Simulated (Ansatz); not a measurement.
# Cd: the cost of one run

Method: DFT PBE, scalar-relativistic, plane waves, PAW, in Ansatz 0.2.0.

## Step 1: The starting structure

It takes space group R-3m (No. 166, trigonal). Conventional cell: a = 3.831 Å, b = 3.831 Å, c = 10.658 Å, α = 90.00°, β = 90.00°, γ = 120.00°. Around Cd (site symmetry 3m) lie 3 Cd at 2.56 Å.

Structure file:

```
Cd
1.0
     1.91575    1.10606    3.55253
    -1.91575    1.10606    3.55253
     0.00000   -2.21212    3.55253
Cd
2
Direct
  0.22754 0.22754 0.22754
  0.77246 0.77246 0.77246
```

This is candidate A: grey arsenic (A7) type (R-3m, No. 166).

(A quick probe on a coarse mesh, which set the mesh and smearing, is not shown.)

## Step 3: A loose first relaxation (candidate A)

File input.yaml:

```yaml
crystal:
  lattice:
    - [1.9157489346, 1.1060581631, 3.5525267142]
    - [-1.9157489346, 1.1060581631, 3.5525267142]
    - [0.0, -2.2121163262, 3.5525267142]
  atoms:
    - { symbol: Cd, position: [0.22754, 0.22754, 0.22754] }
    - { symbol: Cd, position: [0.77246, 0.77246, 0.77246] }
basis:
  ecutwfc: 420
kpoints:
  mp_grid: { grid: [6, 6, 6] }
hamiltonian:
  xc: pbe
scf:
  occupations: { method: gaussian, width: 0.1 }
  lower_state_search: "off"
output:
  forces: true
  stress: true
  eigenvalues: true
relax:
  adjacent_minimum: "off"
  f_tol: 0.04
  max_steps: 70
  cell: { stress_tol: 0.4 }
```

Q: Estimate wall time and peak memory on 1 thread of an x86-64 CPU, shared host.

About 14 s, with a peak of 0.37 GiB.
